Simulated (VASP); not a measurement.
# CdTe (F-43m) in VASP: a series of runs

CdTe is run at these levels: B3LYP5, PBEsol; tasks: single point.

Everything below comes from runs of VASP 6.6.1. Logs are shortened: lines on timing, memory, paths and dates and some standing lists are left out, and cuts for length are marked.

**Experimental background.**

From a printed reference work, data compilation, for a bulk crystal of CdTe at 0 K: band gap 1.607 eV.

The runs below are set against these values where they give the same quantity.

## (1) The cell of the first run

Symmetry: F-43m, No. 216, cubic system. Conventional cell: a = 6.279 Å, b = 6.279 Å, c = 6.279 Å, α = 90.00°, β = 90.00°, γ = 90.00°. Te (site symmetry -43m) has 4 Cd at 2.72 Å within 3.6 Å. Cd (site symmetry -43m) has 4 Te at 2.72 Å within 3.6 Å.

## (2) Single point, B3LYP5

Input file POSCAR:

```
CdTe
1.0
    0.0000000000      3.1395734784      3.1395734784
    3.1395734784      0.0000000000      3.1395734784
    3.1395734784      3.1395734784      0.0000000000
Te Cd
1 1
Direct
    0.7500000000      0.7500000000      0.7500000000
    0.0000000000      0.0000000000      0.0000000000
```

Input file INCAR.step1:

```
SYSTEM = CdTe
PREC = Accurate ; ENCUT = 520
EDIFF = 1E-5 ; ISMEAR = -1
SIGMA = 0.05 ; LREAL = .False.
LASPH = .True. ; NELM = 100
ALGO = Normal ; ISIF = 2
LWAVE = .True. ; GGA = PE
NBANDS = 16
```

Input file INCAR.step2:

```
SYSTEM = CdTe
PREC = Accurate ; ENCUT = 520
EDIFF = 1E-6 ; ISMEAR = -1
SIGMA = 0.05 ; LREAL = .False.
LASPH = .True. ; NELM = 100
ALGO = Normal ; ISIF = 2
LWAVE = .False. ; LCHARG = .True.
GGA = B5 ; LHFCALC = .True.
AEXX = 0.2 ; AGGAX = 0.72
AGGAC = 0.81 ; ALDAC = 0.19
PRECFOCK = Normal ; LELF = .True.
LVHAR = .True. ; ISTART = 1
NBANDS = 16
```

Input file KPOINTS:

```
regular mesh
0
Gamma
  4 4 4
  0 0 0
```

Potentials or basis: VASP PAW PBE potentials, release 64 (Te, Cd).

The run is started by

```bash
$ cat potpaw_PBE.64/Te/POTCAR potpaw_PBE.64/Cd/POTCAR > POTCAR
$ cp INCAR.step1 INCAR
$ mpirun -np 1 vasp_std > vasp.out
$ cp INCAR.step2 INCAR
$ mpirun -np 1 vasp_std > vasp.out
```

OUTCAR:

```text
SYSTEM = CdTe
   PREC = Accurate
   ENCUT = 520
   EDIFF = 1E-6
   ISMEAR = -1
   LREAL = .False.
   LASPH = .True.
   NELM = 100
   ISIF = 2
   GGA = B5
   LHFCALC = .True.
   AEXX = 0.2
   PRECFOCK = Normal
   ISTART = 1

 ion  position               nearest neighbor table
   1  0.750  0.750  0.750-   2 2.72   2 2.72   2 2.72   2 2.72
   2  0.000  0.000  0.000-   1 2.72   1 2.72   1 2.72   1 2.72

  LATTYP: Found a face centered cubic cell.
 ALAT       =     6.2791469568

  Lattice vectors:

 A1 = (   0.0000000000,   3.1395734784,   3.1395734784)
 A2 = (   3.1395734784,   0.0000000000,   3.1395734784)
 A3 = (   3.1395734784,   3.1395734784,   0.0000000000)

Analysis of symmetry for initial positions (statically):
=====================================================================
 Subroutine PRICEL returns:
 Original cell was already a primitive cell.

 Routine SETGRP: Setting up the symmetry group for a
 face centered cubic supercell.

 Subroutine GETGRP returns: Found 24 space group operations
 (whereof 24 operations were pure point group operations)
 out of a pool of 48 trial point group operations.

The static configuration has the point symmetry T_d .

Analysis of symmetry for dynamics (positions and initial velocities):
=====================================================================
 Subroutine PRICEL returns:
 Original cell was already a primitive cell.

 Routine SETGRP: Setting up the symmetry group for a
 face centered cubic supercell.

 Subroutine GETGRP returns: Found 24 space group operations
 (whereof 24 operations were pure point group operations)
 out of a pool of 48 trial point group operations.

The dynamic configuration has the point symmetry T_d .

 Subroutine INISYM returns: Found 24 space group operations
 (whereof 24 operations are pure point group operations),
 and found     1 'primitive' translations

----------------------------------------------------------------------------------------

                                     Primitive cell

  volume of cell :      61.8931

  direct lattice vectors                    reciprocal lattice vectors
     0.000000000  3.139573478  3.139573478    -0.159257301  0.159257301  0.159257301
     3.139573478  0.000000000  3.139573478     0.159257301 -0.159257301  0.159257301
     3.139573478  3.139573478  0.000000000     0.159257301  0.159257301 -0.159257301

  length of vectors
     4.440027393  4.440027393  4.440027393     0.275841738  0.275841738  0.275841738

  position of ions in fractional coordinates (direct lattice)
     0.750000000  0.750000000  0.750000000
     0.000000000  0.000000000  0.000000000

  ion indices of the primitive-cell ions
   primitive index   ion index
                 1           1
                 2           2

----------------------------------------------------------------------------------------

 KPOINTS: regular mesh

Automatic generation of k-mesh.
 Grid dimensions read from file:
 generate k-points for:    4    4    4

 Generating k-lattice:

  Cartesian coordinates                     Fractional coordinates (reciprocal lattice)
    -0.039814325  0.039814325  0.039814325     0.250000000  0.000000000  0.000000000
     0.039814325 -0.039814325  0.039814325     0.000000000  0.250000000  0.000000000
     0.039814325  0.039814325 -0.039814325     0.000000000  0.000000000  0.250000000

  Length of vectors
     0.068960434  0.068960434  0.068960434

  Shift w.r.t. Gamma in fractional coordinates (k-lattice)
     0.000000000  0.000000000  0.000000000

 Subroutine IBZKPT returns following result:
 ===========================================

 Found      8 irreducible k-points:

 Following reciprocal coordinates:
            Coordinates               Weight
  0.000000  0.000000  0.000000      1.000000
  0.250000  0.000000  0.000000      8.000000
  0.500000  0.000000  0.000000      4.000000
  0.250000  0.250000  0.000000      6.000000
  0.500000  0.250000  0.000000     24.000000
 -0.250000  0.250000  0.000000     12.000000
  0.500000  0.500000  0.000000      3.000000
 -0.250000  0.500000  0.250000      6.000000
   k-points           NKPTS =      8   k-points in BZ     NKDIM =     64   number of bands    NBANDS=     16
   number of dos      NEDOS =    301   number of ions     NIONS =      2
   total plane-waves  NPLWV =  46656
   dimension x,y,z NGX =    36 NGY =   36 NGZ =   36
   dimension x,y,z NGXF=    72 NGYF=   72 NGZF=   72
   ions per type =               1   1
   NGX,Y,Z   is equivalent  to a cutoff of  13.48, 13.48, 13.48 a.u.
   NGXF,Y,Z  is equivalent  to a cutoff of  26.96, 26.96, 26.96 a.u.
 SYSTEM =  CdTe
   PREC   = accura    normal or accurate (medium, high low for compatibility)
   ISTART =      1    job   : 0-new  1-cont  2-samecut
   ICHARG =      0    charge: 1-file 2-atom 10-const
   ISPIN  =      1    spin polarized calculation?
   LNONCOLLINEAR =      F non collinear calculations
   LSORBIT =      F    spin-orbit coupling
   LASPH  =      T    aspherical Exc in radial PAW
   ENCUT  =  520.0 eV  38.22 Ry    6.18 a.u.   8.26  8.26  8.26*2*pi/ulx,y,z
   NELM   =    100;   NELMIN=  2; NELMDL=  0     # of ELM steps
   EDIFF  = 0.1E-05   stopping-criterion for ELM
   LREAL  =      F    real-space projection
   EDIFFG = 0.1E-04   stopping-criterion for IOM
   NSW    =      0    number of steps for IOM
   IBRION =     -1    ionic relax: 0-MD 1-quasi-New 2-CG
   NFREE  =      0    steps in history (QN), initial steepest desc. (CG)
   ISIF   =      2    stress and relaxation
   ISYM   =      3    0-nonsym 1-usesym 2-fastsym
   POTIM  = 0.5000    time-step for ionic-motion
   TEBEG  =    0.0;   TEEND  =   0.0 temperature during run
   PSTRESS=    0.0 pullay stress
   NELECT =      18.0000    total number of electrons
   NUPDOWN=      -1.0000    fix difference up-down
   EMIN   =  10.00;   EMAX   =-10.00  energy-range for DOS
   EFERMI =   0.00;   METHOD = LEGACY
   ISMEAR =    -1;   SIGMA  =   0.05  broadening in eV -4-tet -1-fermi 0-gaus
   EFERMI_NEDOS =   21; number of points for ismear=-14 and -15
   IALGO  =     38    algorithm
   IMIX   =      1    mixing-type and parameters
     AMIX     =   0.40;   BMIX     =  1.00
     AMIX_MAG =   1.60;   BMIX_MAG =  1.00
  volume/ion in A,a.u.               =      30.95       208.84
  Fermi-wavevector in a.u.,A,eV,Ry     =   1.084638  2.049670 16.006447  1.176441
  Thomas-Fermi vector in A             =   2.220733
   LORBIT       =      0    0 simple, 1 ext, 2 COOP (PROOUT), +10 PAW based schemes
   GGA     = B5    functional components
   LHFCALC =     T    Hartree Fock is set to
   PRECFOCK=normal    Normal, Fast or Accurate (Low or Medium for compatibility)
   ENCUT4O =  -1.0   cutoff for four orbital integrals eV
   NKREDX  =     1    reduce k-point grid by
   NKREDY  =     1    reduce k-point grid by
   NKREDZ  =     1    reduce k-point grid by
   AEXX    =    0.2000 exact exchange contribution
   HFSCREEN=    0.0000 screening length (either q_TF or 0.3 A-1)
   HFSCREENC=   0.0000 screening length for correlation (either q_TF or 0.3 A-1)
   ENCUTFOCK=  -1.0 apply spherical cutoff to Coloumb kernel
   IVDW    =     0    specifies the selected vdW correction
   LEPSILON=     F    determine dielectric tensor
   LRPA    =     F    only Hartree local field effects (RPA)
 non-spin polarized calculation
  energy-cutoff  :      520.00
  volume of cell :       61.89
 maximum number of plane-waves:      1700
 NGX is ok and might be reduce to    36
  NGX = 28; NGY = 28; NGZ = 28

 number of electron      18.0000003 magnetization

 Free energy of the ion-electron system (eV)
  ---------------------------------------------------
  ext. energy  EPLUGINS =         0.00000000
  ---------------------------------------------------
  free energy    TOTEN  =        -4.94433986 eV

  energy without entropy =       -4.94433986  energy(sigma->0) =       -4.94433986

 E-fermi :   4.0021     XC(G=0):  -7.0767

 val. band max:        2.9107469613   @ k =   0.0000   0.0000   0.0000
 cond. band min:       5.1264351749   @ k =   0.0000   0.0000   0.0000
 fundamental gap:      2.2156882136
 Fermi energy:         4.0021431295

 k-point     1 :       0.0000    0.0000    0.0000
  band No.  band energies     occupation
      1      -9.7305      2.00000
      2      -6.9065      2.00000
      3      -6.9065      2.00000
      4      -6.9065      2.00000
      5      -6.5698      2.00000
      6      -6.5698      2.00000
[... 8 lines left out ...]
     15      13.9404      0.00000
     16      13.9404      0.00000

 k-point     2 :       0.2500    0.0000    0.0000
  band No.  band energies     occupation
      1      -9.4811      2.00000
      2      -6.8607      2.00000
      3      -6.8607      2.00000
      4      -6.6434      2.00000
      5      -6.5714      2.00000
      6      -6.5714      2.00000
[... 8 lines left out ...]
     15      12.8685      0.00000
     16      12.8685      0.00000

 k-point     3 :       0.5000    0.0000    0.0000
  band No.  band energies     occupation
      1      -9.2490      2.00000
      2      -6.8251      2.00000
      3      -6.8251      2.00000
      4      -6.5603      2.00000
      5      -6.5603      2.00000
      6      -6.0500      2.00000
[... 8 lines left out ...]
     15      15.0376      0.00000
     16      15.0376      0.00000

 k-point     4 :       0.2500    0.2500    0.0000
  band No.  band energies     occupation
      1      -9.4018      2.00000
      2      -6.8076      2.00000
      3      -6.8076      2.00000
      4      -6.7017      2.00000
      5      -6.5518      2.00000
      6      -6.5211      2.00000
[... 8 lines left out ...]
     15      14.4987      0.00000
     16      15.5659      0.00000

 k-point     5 :       0.5000    0.2500    0.0000
  band No.  band energies     occupation
      1      -9.1798      2.00000
      2      -6.7832      2.00000
      3      -6.7583      2.00000
      4      -6.6257      2.00000
      5      -6.5518      2.00000
      6      -5.9706      2.00000
[... 8 lines left out ...]
     15      15.2658      0.00000
     16      15.7191      0.00000

 k-point     6 :      -0.2500    0.2500    0.0000
  band No.  band energies     occupation
      1      -9.2506      2.00000
      2      -6.8041      2.00000
      3      -6.8020      2.00000
      4      -6.5820      2.00000
      5      -6.5819      2.00000
      6      -6.1688      2.00000
[... 8 lines left out ...]
     15      14.2938      0.00000
     16      15.8578      0.00000

 k-point     7 :       0.5000    0.5000    0.0000
  band No.  band energies     occupation
      1      -9.1111      2.00000
      2      -6.7104      2.00000
      3      -6.6959      2.00000
      4      -6.6959      2.00000
      5      -6.5335      2.00000
      6      -5.8323      2.00000
[... 8 lines left out ...]
     15      15.4619      0.00000
     16      16.3937      0.00000

 k-point     8 :      -0.2500    0.5000    0.2500
  band No.  band energies     occupation
      1      -9.1142      2.00000
      2      -6.7487      2.00000
      3      -6.7434      2.00000
      4      -6.6101      2.00000
      5      -6.5731      2.00000
      6      -5.7180      2.00000
[... 8 lines left out ...]
     15      16.0549      0.00000
     16      16.1664      0.00000

------------------------ aborting loop because EDIFF is reached ----------------------------------------

  FORCE on cell =-STRESS in cart. coord.  units (eV):
  Direction    XX          YY          ZZ          XY          YZ          ZX
  --------------------------------------------------------------------------------------
  -------------------------------------------------------------------------------------
  Total        3.9476888      3.9476888      3.9476888      0.0000000      0.0000000      0.0000000
  in kB      102.1907393    102.1907393    102.1907393      0.0000000      0.0000000      0.0000000
  external PRESSURE =     102.1907393 kB  Pullay stress =       0.0000000 kB

 VOLUME and BASIS-vectors are now :
 -----------------------------------------------------------------------------
  energy-cutoff  :      520.00
  volume of cell :       61.89
      direct lattice vectors                 reciprocal lattice vectors
     0.000000000  3.139573478  3.139573478    -0.159257301  0.159257301  0.159257301
     3.139573478  0.000000000  3.139573478     0.159257301 -0.159257301  0.159257301
     3.139573478  3.139573478  0.000000000     0.159257301  0.159257301 -0.159257301

 POSITION                                       TOTAL-FORCE (eV/Angst)
 -----------------------------------------------------------------------------------
      4.70936      4.70936      4.70936         0.000000      0.000000      0.000000
      0.00000      0.00000      0.00000        -0.000000     -0.000000     -0.000000
 -----------------------------------------------------------------------------------
    total drift:                               -0.000014     -0.000025     -0.000010

  FREE ENERGIE OF THE ION-ELECTRON SYSTEM (eV)
  ---------------------------------------------------
  free  energy   TOTEN  =        -4.9443398597 eV

  energy  without entropy=       -4.9443398597  energy(sigma->0) =       -4.94433986
```

Wall time 20 min (1 thread of AMD EPYC 7R43 (Zen 3), shared host); peak memory 0.18 GiB.

Results:

```
Free energy            : -4.9443 eV
Pressure               : 10.2 GPa
Band gap on the k mesh : 2.22 eV
```

Levels at points of the mesh, in eV from the valence-band top:
```tsv
k point	band 6	band 7	band 8	band 9	band 10	band 11	band 12	band 13
(0.00, 0.00, 0.00)	-9.48	0.00	0.00	0.00	2.22	5.81	5.81	5.81
(0.50, 0.00, 0.00)	-8.96	-5.34	-0.98	-0.98	3.10	6.45	6.45	8.53
(0.50, 0.50, 0.00)	-8.74	-5.13	-2.35	-2.35	3.56	3.86	10.98	11.21
```

Caveat: the k points lie up to 0.43 Å⁻¹ apart; the PAW data sets were made with another functional, which shifts forces and pressure a little; spin-orbit coupling is left out, which moves the levels of the heavy elements.

(Continued in part 2 of 2.)
